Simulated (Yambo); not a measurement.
# SiC (Moissanite) (P6_3mc) in Yambo: a series of runs, part 3 of 3

Yambo 5.3.0. The steps go on from the part before.

## (5) G0W0 quasiparticle levels, LDA

g0w09.in reads:

```
gw0
dyson
el_el_corr
rim_cut
HF_and_locXC
ppa
em1d
RandQpts= 1000000
RandGvec= 50 RL
EXXRLvcs= 66 Ry
VXCRLvcs= 66 Ry
Chimod= "HARTREE"
% BndsRnXp
 1 | 128 |
%
NGsBlkXp= 12 Ry
% LongDrXp
 1 | 1 | 1 |
%
PPAPntXp= 27.21138 eV
% GbndRnge
 1 | 18 |
%
GTermKind= "BG"
DysSolver= "n"
ExtendOut
% QPkrange
 1 | 1 | 8 | 10 |
 4 | 4 | 8 | 10 |
 7 | 7 | 8 | 10 |
%
```

scf.in reads:

```
&CONTROL
  calculation = 'scf'
  prefix = 'pwscf'
  outdir = './tmp'
  pseudo_dir = './pseudo'
/
&SYSTEM
  ibrav = 0
  nat = 4
  ntyp = 2
  ecutwfc = 66
  nbnd = 14
  occupations = 'smearing'
  smearing = 'fd'
  degauss = 0.00367493
  force_symmorphic = .true.
/
&ELECTRONS
  conv_thr = 8d-10
  electron_maxstep = 120
  mixing_beta = 0.5
/
ATOMIC_SPECIES
Si    28.0850 Si.upf
C     12.0110 C.upf
CELL_PARAMETERS angstrom
   3.0760000000    0.0000000000    0.0000000000
  -1.5380000000    2.6638941420    0.0000000000
   0.0000000000    0.0000000000    5.0480000000
ATOMIC_POSITIONS crystal
Si     0.6666666667    0.3333333333    0.5000000000
Si     0.3333333333    0.6666666667    0.0000000000
C      0.6666666667    0.3333333333    0.8850000000
C      0.3333333333    0.6666666667    0.3850000000
K_POINTS automatic
12 12 6 0 0 0
```

nscf.in reads:

```
&CONTROL
  calculation = 'nscf'
  prefix = 'pwscf'
  outdir = './tmp'
  pseudo_dir = './pseudo'
/
&SYSTEM
  ibrav = 0
  nat = 4
  ntyp = 2
  ecutwfc = 66
  nbnd = 128
  occupations = 'fixed'
  force_symmorphic = .true.
/
&ELECTRONS
  conv_thr = 1d-08
  diago_full_acc = .true.
  diago_thr_init = 1d-06
/
ATOMIC_SPECIES
Si    28.0850 Si.upf
C     12.0110 C.upf
CELL_PARAMETERS angstrom
   3.0760000000    0.0000000000    0.0000000000
  -1.5380000000    2.6638941420    0.0000000000
   0.0000000000    0.0000000000    5.0480000000
ATOMIC_POSITIONS crystal
Si     0.6666666667    0.3333333333    0.5000000000
Si     0.3333333333    0.6666666667    0.0000000000
C      0.6666666667    0.3333333333    0.8850000000
C      0.3333333333    0.6666666667    0.3850000000
K_POINTS automatic
3 3 4 0 0 0
```

Potentials or basis: PseudoDojo 0.4.1 SR LDA standard.

Launch:

```bash
OMP_NUM_THREADS=1 pw.x -in scf.in > scf.out
OMP_NUM_THREADS=1 pw.x -in nscf.in > nscf.out
cd tmp/pwscf.save; p2y; mv SAVE ../..; cd ../..
OMP_NUM_THREADS=1 yambo
mkdir -p g0w09; ln -s $PWD/g0w00/ndb.pp* g0w09/
mkdir -p g0w09; ln -s $PWD/g0w00/ndb.RIM g0w09/
OMP_NUM_THREADS=1 yambo -F g0w09.in -J g0w09 -C g0w09_out
```

Yambo's report:

```text
[... sections 02.01 to 02.04 as in the set-up run ...]

  [02.05] Energies & Occupations
  ==============================

  [X] === General ===
  [X] Electronic Temperature                        :  0.000000  0.000000 [eV K]
  [X] Bosonic    Temperature                        :  0.000000  0.000000 [eV K]
  [X] Finite Temperature mode                       : no
  [X] El. density                                   :  0.38681E+24 [cm-3]
  [X] Fermi Level                                   :  9.551737 [eV]

  [X] === Gaps and Widths ===
  [X] Conduction Band Min                           :  2.225131 [eV]
  [X] Valence Band Max                              :  0.000000 [eV]
  [X] Filled Bands                                  :   8
  [X] Empty Bands                                   :    9  128
  [X] Direct Gap                                    :  4.313027 [eV]
  [X] Direct Gap localized at k                     :   4
  [X] Indirect Gap                                  :  2.225131 [eV]
  [X] Indirect Gap between kpts                     :   1   7
  [X] Last valence band width                       :  4.049542 [eV]
  [X] 1st conduction band width                     :  3.425595 [eV]

 [03] Transferred momenta grid and indexing
 ==========================================

 IBZ Q-points                                      :  10
 BZ  Q-points                                      :   36

 K/Q-points units:
 rlu = crystal or reduced units; cc = cartesian coordinates; iku = interal k-units

 Q [ 1]         [rlu]:  0.000000  0.000000  0.000000
 Q [ 2]         [rlu]:  0.000000  0.000000  0.250000
 Q [ 3]         [rlu]:  0.000000  0.000000 -0.500000
 Q [ 4]         [rlu]:  0.10530E-16  0.33333       0.0000
 Q [ 5]         [rlu]:  0.10530E-16  0.33333      0.25000
 Q [ 6]         [rlu]:  0.10530E-16  0.33333     -0.50000
 Q [ 7]         [rlu]:  0.333333  0.333333  0.000000
 Q [ 8]         [rlu]:  0.333333  0.333333  0.250000
 Q [ 9]         [rlu]:  0.333333  0.333333 -0.500000
 Q [10]         [rlu]: -0.10530E-16 -0.33333      0.25000

 [04] Coloumb potential Random Integration (RIM)
 ===============================================

 Summary of Coulomb integrals for non-metallic bands |Q|[au] RIM/Bare

 Q [1] 0.100000E-4 0.926256 * Q [2] 0.164665 0.633513
 Q [3] 0.329330 0.866147 * Q [4] 0.416047 1.148303
 Q [5] 0.447448 1.092121 * Q [10] 0.447448 1.090956
 Q [6] 0.530616 1.026046 * Q [7] 0.720615 1.047175
 Q [8] 0.739189 1.040740 * Q [9] 0.792303 1.027473

 [05] Dipoles
 ============

  [05.01] Setup: observables and procedures
  =========================================

  [WARNING] [x,Vnl] slows the Dipoles computation. To neglect it rename the ns.kb_pp file
  [WF-Oscillators/G space/Transverse up loader] Normalization (few states)  min/max  :  0.29605E-16   1.0000

  [WR./g0w09//ndb.dipoles]--------------------------------------------------------
   Brillouin Zone Q/K grids (IBZ/BZ)                :   10   36   10   36
   RL vectors                                       :   3357 [WF]
   Fragmentation                                    : yes
   Electronic Temperature                           :  0.000000 [K]
   Bosonic    Temperature                           :  0.000000 [K]
   DIP band range                                   :    1  128
   DIP band range limits                            :   8   9
   DIP e/h energy range                             : -1.000000 -1.000000 [eV]
   RL vectors in the sum                            :   3357
   [r,Vnl] included                                 : yes
   Bands ordered                                    : yes
   Direct v evaluation                              : no
   Approach used                                    : G-space v
   Dipoles computed                                 : R V P [G-space]
   Wavefunctions                                    : Slater exchange(X)+Perdew & Wang(C)
[... 27 lines left out ...]
  Electronic Temperature                           :  0.000000 [K]
  Bosonic    Temperature                           :  0.000000 [K]
  Green`s function   wavefunctions                 : Slater exchange(X)+Perdew & Wang(C)
  Total number of QP states                        :   9
  Exchange RL vectors                              :  2551
  Exchange summation bands                         :   8
  RIM RL components                                :   55
  RIM random points                                :  1000000

 [xc] E_xc :  -6.077854 [Ha]
      E_xc :  -12.15571 [Ry]

  Local XC kind (lXC) : Slater exchange(X)+Perdew & Wang(C)
  Non-Local XC kind (nlXC) : Hartree-Fock

  Corrections @ K [1] :  [eV]
 <8|nlXC|8> = -17.12487 -0.17296E-17 <8|lXC|8> = -14.79779 -0.18882E-15
 <9|nlXC|9> = -6.755266 -0.11793E-17 <9|lXC|9> = -12.23016 -0.18882E-15
 <10|nlXC|10> = -7.116180  0.40364E-17 <10|lXC|10> = -12.72697 -0.56645E-15
[... 6 lines left out ...]
  Corrections @ K [7] :  [eV]
 <8|nlXC|8> = -16.82434  0.19326E-16 <8|lXC|8> = -12.97088  0.28323E-15
 <9|nlXC|9> = -5.428245 -0.23180E-17 <9|lXC|9> = -10.02971  0.35403E-16
 <10|nlXC|10> = -6.420894 -0.13624E-19 <10|lXC|10> = -12.40979  0.94408E-16

 [08] Dyson equation: Newton solver
 ==================================

 [WARNING] Response block size in GW reduced to 209     RL (6201    mHa)

  [08.01] G0W0 (W PPA)
  ====================

  [  GW  ] Bands range     :   1  18
  [GW/PPA] G damping       :  0.100000 [eV]

  QP @ state[ 1 ] K range:  1  1
  QP @ state[ 1 ] b range:   8  10
  QP @ state[ 2 ] K range:   4   4
  QP @ state[ 2 ] b range:   8  10
  QP @ state[ 3 ] K range:   7   7
  QP @ state[ 3 ] b range:   8  10
[... 27 lines left out ...]
   :: Time ordering fails/rest    :  0.499868
   :: Mean rel dev of PP cond     :  0.220641
   Current Q-pt index             :   8
   :: PP condition fails/total    :  0.218264
   :: Time ordering fails/rest    :  0.500073
   :: Mean rel dev of PP cond     :  0.218261
   Current Q-pt index             :   9
   :: PP condition fails/total    :  0.215334
   :: Time ordering fails/rest    :  0.500190
   :: Mean rel dev of PP cond     :  0.215331
   Current Q-pt index             :  10
   :: PP condition fails/total    :  0.216158
   :: Time ordering fails/rest    :  0.500307
   :: Mean rel dev of PP cond     :  0.216156

  [08.02] QP properties and I/O
  =============================

  Legend (energies in eV)
  - B  : Band       - Eo  : bare energy
  - E  : QP energy  - Z   : Renormalization factor
  - So : Sc(Eo)     - S   : Sc(E)
  - dSp: Sc derivative precision

  - lXC: Local XC (Slater exchange(X)+Perdew & Wang(C))
  -nlXC: non-Local XC (Hartree-Fock)

  QP [eV] @ K [1] (iku):  0.000000  0.000000  0.000000
   B=8 Eo=  0.00 E= -0.46 E-Eo= -0.46 Re(Z)=0.82 Im(Z)=-0.108493E-2 nlXC= -17.1249 lXC= -14.7978 So=  1.76745
   B=9 Eo=  4.58 E=  5.18 E-Eo=  0.59 Re(Z)=0.82 Im(Z)=-0.110165E-2 nlXC= -6.75527 lXC= -12.2302 So= -4.75622
   B=10 Eo=  6.03 E=  6.55 E-Eo=  0.52 Re(Z)=0.82 Im(Z)=-0.107677E-2 nlXC= -7.11618 lXC= -12.7270 So= -4.97598
[... 6 lines left out ...]
  QP [eV] @ K [7] (iku):  0.333333  0.500000  0.000000
   B=8 Eo= -4.05 E= -4.81 E-Eo= -0.76 Re(Z)=0.80 Im(Z)=-0.127537E-2 nlXC= -16.8243 lXC= -12.9709 So=  2.90001
   B=9 Eo=  2.23 E=  2.76 E-Eo=  0.54 Re(Z)=0.84 Im(Z)=-0.981425E-3 nlXC= -5.42825 lXC= -10.0297 So= -3.96327
   B=10 Eo=  7.86 E=  8.64 E-Eo=  0.78 Re(Z)=0.83 Im(Z)=-0.299758E-2 nlXC= -6.42089 lXC= -12.4098 So= -5.04784

  [WR./g0w09//ndb.QP]-------------------------------------------------------------
   Lattice constants                                :  5.812798  5.034030  9.539337
   Coulomb cutoff potential                         : none
   Electronic Temperature                           :  0.000000 [K]
   Bosonic    Temperature                           :  0.000000 [K]
   Green`s function   energies                      : Slater exchange(X)+Perdew & Wang(C)
   wavefunctions                                    : Slater exchange(X)+Perdew & Wang(C)
   PPA    diel. fun.  energies                      : Slater exchange(X)+Perdew & Wang(C)
   wavefunctions                                    : Slater exchange(X)+Perdew & Wang(C)
   QP tot states                                    :   9
   GW solver                                        : Newton
   GW approximation                                 : PPA
   PPA imaginary Energy                             :  27.21138 ev
   RIM G`s                                          :   55
   RIM random pts                                   :  1000000
   dS/dw steps                                      :  2
   dS/dw step                                       :  0.100000 ev
   X G`s                                            :  209 used
   X G`s                                            :  209 disk
   X bands                                          :    1  128
   X poles                                          :  100.0000 o/o
   X e/h E range                                    : -1.000000 -1.000000 ev
   X Hxc Kernel                                     : HARTREE
   X BZ energy Double Grid                          : no
   X Optical Averaged directions                    : none
   Sc/G bands                                       :   1  18
   Sc/G damping                                     :  0.100000 ev
   Sc bands terminator                              : yes
   Sc terminator kind                               : BG
   Sc Terminator pole                               :  40.81708
   Sx RL components                                 :  2551

   QP @ state[ 1 ] K range                          :  1  1
   QP @ state[ 1 ] b range                          :   8  10
   QP @ state[ 2 ] K range                          :   4   4
   QP @ state[ 2 ] b range                          :   8  10
   QP @ state[ 3 ] K range                          :   7   7
   QP @ state[ 3 ] b range                          :   8  10
   GF energies kind                                 : Slater exchange(X)+Perdew & Wang(C)
   GF WF`s kind                                     : Slater exchange(X)+Perdew & Wang(C)
   Xs energies kind                                 : Slater exchange(X)+Perdew & Wang(C)
   Xs WF`s kind                                     : Slater exchange(X)+Perdew & Wang(C)
```

What came out:

```
Band gap on the k mesh, mean-field level          : 2.23 eV, indirect (least direct gap 4.31 eV)
Quasiparticle gap                                 : 3.22 eV
Least direct quasiparticle gap                    : 5.62 eV
Quasiparticle gap at Γ                            : 5.63 eV
Band gap of the same states before the correction : 2.23 eV
```

Quasiparticle terms (eV):
| k point | band | Kohn-Sham level | Vxc | Σx | Σc | Z | result |
| --- | --- | --- | --- | --- | --- | --- | --- |
| (0.000, 0.000, 0.000) | 8 | 0.00 | -14.80 | -17.12 | 1.77 | 0.82 | -0.46 |
| (0.000, 0.000, 0.000) | 9 | 4.58 | -12.23 | -6.76 | -4.76 | 0.82 | 5.18 |
| (0.000, 0.000, 0.000) | 10 | 6.03 | -12.73 | -7.12 | -4.98 | 0.82 | 6.55 |
| (0.000, 0.333, 0.000) | 8 | -1.20 | -14.58 | -17.91 | 2.47 | 0.81 | -1.89 |
| (0.000, 0.333, 0.000) | 9 | 3.11 | -10.83 | -5.82 | -4.28 | 0.84 | 3.72 |
| (0.000, 0.333, 0.000) | 10 | 4.77 | -11.49 | -6.23 | -4.48 | 0.83 | 5.42 |
| (0.333, 0.333, 0.000) | 8 | -4.05 | -12.97 | -16.82 | 2.90 | 0.80 | -4.81 |
| (0.333, 0.333, 0.000) | 9 | 2.23 | -10.03 | -5.43 | -3.96 | 0.84 | 2.76 |
| (0.333, 0.333, 0.000) | 10 | 7.86 | -12.41 | -6.42 | -5.05 | 0.83 | 8.64 |

Caveat: the k mesh is coarse (spacing up to 0.79 Å⁻¹), so the values aren't converged; this version prints the column dSc/dw multiplied by 27.2; the terminator is approximate in this version, by hundredths of an eV; an odd mesh through Γ misses points on the zone boundary, where band edges often lie.
